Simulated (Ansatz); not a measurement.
G0W0 run on KBr (Fm-3m)

Method: G0W0@PBE, plasmon-pole screening, soft PAW set, first generation (Ansatz).

The input was:

```yaml
crystal:
  lattice:
    - [0.0, 3.26, 3.26]
    - [3.26, 0.0, 3.26]
    - [3.26, 3.26, 0.0]
  atoms:
    - { symbol: K, position: [0.0, 0.0, 0.0] }
    - { symbol: Br, position: [0.5, 0.5, 0.5] }
basis:
  precision: f64
  xc_grid: 2
kpoints:
  mp_grid: { grid: [4, 4, 4], shift: [0, 0, 0] }
hamiltonian:
  xc: pbe
  dispersion: none
  pseudopotentials: { kind: paw }
magnetization:
  spin_polarized: false
scf:
  lower_state_search: "off"
  max_iter: 200
  occupations: { method: fixed }
  convergence: { dr2_threshold: "1e-10 eV" }
output: {}
gw:
  n_empty_bands: 446
  ecut_chi: 200
  qp_bands: [v1, c1]
```

Linearised quasiparticle energies, zero at the top filled Kohn-Sham level among these points. VB is the top filled band, CB the lowest empty one. The wave cutoff came out at 420 eV.

```csv
k,band,ε_KS (eV),Σx − Vxc (eV),Σc (eV),Z,ε_QP (eV)
Γ,VB,0.00,-3.80,1.40,0.82,-1.96
Γ,CB,4.54,3.64,-2.93,0.87,5.15
```

The gap (direct at Γ) opens from 4.54 eV to 7.10 eV.

Electronic (ion-clamped) dielectric constant on this mesh, from the head of the inverse dielectric matrix: 2.4.

Soft PAW datasets can miss an all-electron G0W0 gap by more than 5 %. The cell is a model at fixed atoms and needn't be the relaxed known crystal. Spin-orbit coupling is left out. The mesh is coarse, so these are values at the stated settings, not converged ones. Band sums or response are cut, so the gap isn't at its basis limit.
